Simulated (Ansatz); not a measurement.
## Zr6Si6O25: frames of a relaxation, O_i, charge +0, atoms relaxed at the host's cell

Computed with the plane-wave PAW code Ansatz (scalar-relativistic, PAW set soft_2): PBE, no spin polarisation, 420 eV cutoff, k-mesh 2×2×2.

Positions in Å and forces in eV/Å; free energies count from the last frame.

```
37
Lattice="0.000 6.678 0.000 -6.678 0.000 0.000 3.339 -3.339 9.035" Properties=species:S:1:pos:R:3:forces:R:3 pbc="T T T" step=1 dE=4.669eV
Zr    0.000    0.000    6.023    0.943   -0.181    0.078
Zr    0.000    0.000    0.000   -0.095   -0.154    0.018
Zr   -3.339    3.339    3.012    0.028   -0.096    0.300
Zr    0.000    3.339    1.506   -0.178    0.020   -0.031
Zr   -3.339    0.000    4.518   -0.435   -0.080   -0.892
Zr    0.000    3.339    7.529    0.111    0.145    0.221
Si   -3.285    3.344    0.001   -2.622   -1.104   -2.277
Si    0.000    0.000    3.012    0.081    0.056   -0.389
Si   -3.339    3.339    6.023   -0.063    0.050    0.504
Si   -3.339    0.000    1.506    0.010    0.080   -0.571
Si    0.000    3.339    4.518   -0.015    0.066    0.181
Si   -3.335    0.012    7.540    0.059   -0.550    1.689
O    -0.035   -1.299    7.945    3.630   -0.302   -0.008
O     0.000    5.450    1.925    0.012   -0.016    0.225
O    -3.339    2.112    4.937    0.089   -0.249    0.007
O    -2.112    0.000    0.420   -0.116   -0.066    0.308
O     1.227    3.339    3.431    0.210    0.008   -0.060
O    -2.074   -0.073    6.448    0.151    0.460   -2.219
O    -4.566    0.000    0.420    0.042   -0.114    0.280
O    -1.227    3.339    3.431   -0.144   -0.011   -0.016
O     2.112    0.000    6.443    0.773   -0.045    0.180
O     0.000    1.227    1.925   -0.012   -0.122    0.453
O    -3.339    4.566    4.937    0.024    0.142   -0.084
O     0.000    1.227    7.949    1.707    0.818   -0.386
O    -4.576    3.277    1.059    0.563    0.248    1.673
O    -1.227    0.000    4.098   -0.286    0.013    0.191
O     2.112    3.339    7.110    0.242    0.047   -0.257
O    -3.339    1.227    2.592    0.006    0.034    0.202
O     0.000    4.566    5.604    0.006    0.019   -0.363
O    -3.339    1.227    8.616   -2.503    2.414    0.946
O    -3.339    5.450    2.592   -0.052   -0.139    0.113
O     0.000    2.112    5.604   -0.039   -0.148   -0.217
O    -3.318   -1.228    8.688   -4.253   -2.209    0.898
O     1.227    0.000    4.098    0.154   -0.006    0.095
O    -2.112    3.339    7.110   -0.175   -0.023   -0.262
O    -2.112    3.339    1.086    0.455    0.048    0.621
O    -1.766   -0.195    8.188    1.688    0.946   -1.151
```

```
37
Lattice="0.000 6.678 0.000 -6.678 0.000 0.000 3.339 -3.339 9.035" Properties=species:S:1:pos:R:3:forces:R:3 pbc="T T T" step=8 dE=1.633eV
Zr    0.244    0.003    6.026   -0.243   -0.011   -0.042
Zr   -0.055   -0.001    0.011    0.005    0.009   -0.064
Zr   -3.387    3.324    2.961    0.200    0.012    0.375
Zr   -0.129    3.340    1.560   -0.056   -0.051   -0.001
Zr   -3.319   -0.016    4.420   -0.014    0.024    0.014
Zr    0.036    3.332    7.512    0.008    0.076    0.039
Si   -3.454    3.308   -0.082    0.553    0.188    0.635
Si   -0.027    0.002    3.033    0.038   -0.010   -0.071
Si   -3.312    3.326    6.003   -0.007    0.032    0.116
Si   -3.377   -0.014    1.476   -0.042    0.047   -0.204
Si   -0.005    3.344    4.525   -0.138   -0.026    0.216
Si   -3.399   -0.028    7.699   -0.261    0.138    0.130
O     0.325   -1.256    7.917    0.049   -0.100   -0.054
O    -0.003    5.453    1.960   -0.044   -0.107    0.031
O    -3.291    2.088    4.925    0.017   -0.076   -0.037
O    -2.133   -0.034    0.433   -0.056   -0.017    0.087
O     1.211    3.332    3.453    0.149    0.012   -0.184
O    -1.821    0.035    6.568    0.166    0.198   -1.143
O    -4.594    0.021    0.384    0.085   -0.037    0.140
O    -1.238    3.348    3.439   -0.164   -0.017   -0.004
O     2.326    0.003    6.369    0.257   -0.040    0.088
O    -0.026    1.221    1.955   -0.018    0.118    0.089
O    -3.307    4.571    4.930   -0.021    0.045   -0.032
O     0.223    1.239    7.931   -0.098   -0.090   -0.029
O    -4.603    3.300    1.156   -0.208   -0.001   -0.400
O    -1.237   -0.010    4.140    0.063    0.034    0.010
O     2.124    3.307    7.073    0.065    0.001   -0.113
O    -3.362    1.198    2.578    0.015    0.092    0.070
O     0.007    4.576    5.600    0.076   -0.011   -0.099
O    -3.585    1.257    8.673   -0.100    0.089    0.186
O    -3.398    5.457    2.581    0.004   -0.116    0.044
O     0.005    2.110    5.600    0.057    0.006   -0.089
O    -3.706   -1.283    8.683   -0.149   -0.113    0.346
O     1.231    0.014    4.094    0.159   -0.019   -0.060
O    -2.108    3.360    7.122   -0.040   -0.039   -0.130
O    -2.230    3.352    1.129   -0.120   -0.021   -0.080
O    -1.741   -0.187    8.010   -0.183   -0.218    0.221
```

```
37
Lattice="0.000 6.678 0.000 -6.678 0.000 0.000 3.339 -3.339 9.035" Properties=species:S:1:pos:R:3:forces:R:3 pbc="T T T" step=23 dE=0.000eV
Zr    0.039   -0.008    6.078    0.004   -0.004   -0.011
Zr    0.000   -0.037    0.050   -0.002    0.001   -0.007
Zr   -3.337    3.373    3.046   -0.006    0.000    0.003
Zr   -0.004    3.303    1.579   -0.005    0.008    0.001
Zr   -3.360    0.056    4.491    0.011    0.001   -0.002
Zr    0.034    3.321    7.563    0.018   -0.002   -0.011
Si   -3.306    3.304    0.053    0.003   -0.003   -0.008
Si   -0.005   -0.047    3.059   -0.010   -0.010    0.005
Si   -3.329    3.377    6.047   -0.019    0.008   -0.006
Si   -3.343   -0.007    1.523   -0.002    0.005    0.010
Si    0.037    3.337    4.565    0.013   -0.003    0.001
Si   -3.401   -0.076    7.650    0.019    0.004   -0.010
O     0.203   -1.283    8.047    0.000    0.004    0.004
O     0.037    5.421    1.959   -0.001    0.006    0.000
O    -3.405    2.186    4.910   -0.001   -0.001    0.002
O    -2.103   -0.087    0.466    0.004   -0.003    0.003
O     1.233    3.353    3.446   -0.003   -0.001    0.007
O    -2.137    0.726    6.242   -0.008   -0.004    0.003
O    -4.563    0.015    0.435    0.003    0.002   -0.003
O    -1.217    3.325    3.511    0.001    0.001   -0.006
O     2.159   -0.032    6.464    0.007   -0.002    0.001
O    -0.009    1.193    2.001   -0.005    0.001   -0.001
O    -3.337    4.614    4.969   -0.005   -0.004    0.002
O     0.011    1.181    7.979   -0.004    0.001    0.003
O    -4.571    3.273    1.092    0.003    0.006   -0.001
O    -1.231   -0.108    4.133   -0.002    0.006   -0.002
O     2.146    3.311    7.160    0.010    0.003   -0.003
O    -3.318    1.228    2.605   -0.003   -0.010   -0.003
O     0.065    4.557    5.658   -0.008    0.001   -0.001
O    -3.325    1.178    8.679   -0.013    0.010    0.008
O    -3.394    5.459    2.619    0.003    0.004   -0.004
O     0.104    2.109    5.639   -0.001   -0.001    0.003
O    -3.532   -1.273    8.760   -0.003   -0.011    0.005
O     1.220   -0.003    4.148    0.011   -0.002    0.010
O    -2.090    3.370    7.128    0.002   -0.005    0.011
O    -2.119    3.403    1.181    0.001   -0.002    0.002
O    -1.968   -0.621    6.910   -0.013   -0.005   -0.005
```
